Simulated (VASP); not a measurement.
Re: equation of state with r2SCAN

Re:

```
CELL_PARAMETERS angstrom
0.00000 1.97500 1.97500
1.97500 0.00000 1.97500
1.97500 1.97500 0.00000
ATOMIC_POSITIONS crystal
Re 0.00000 0.00000 0.00000
```

This isn't the form of Re at room conditions, which is hcp.

```yaml
Program: VASP 6.6.1
Task: equation of state
Functional: r2SCAN
Potentials_or_basis: VASP PAW PBE potentials, release 64 (Re)
Cutoff: 520 eV
k_mesh: 12 × 12 × 12
Occupations: fermi-dirac, width 0.05 eV
Spin: no spin polarisation
Further_INCAR_settings: ALGO = Normal; EDIFF = 1e-06
```

| Quantity | Value |
| --- | --- |
| Equilibrium volume | 14.76 Å³/atom |
| Bulk modulus | 395 GPa |
| Pressure derivative of the bulk modulus | 4.5 |

Energy against volume, from the lowest point:
```
volume (Å³/atom)  energy (meV/atom)
          14.483               6.44
          14.791               0.00
          15.099               9.23
          15.407              32.43
          15.716              68.10
          16.024             114.87
          16.332             171.54
```

All runs of the series together: 2.9 min on 1 thread of Intel(R) Xeon(R) 6975P-C (Granite Rapids) (shared host).

Caveat: the PAW data sets were made with another functional, which shifts forces and pressure a little. The run has no spin-orbit coupling, so splittings on Re are missing.
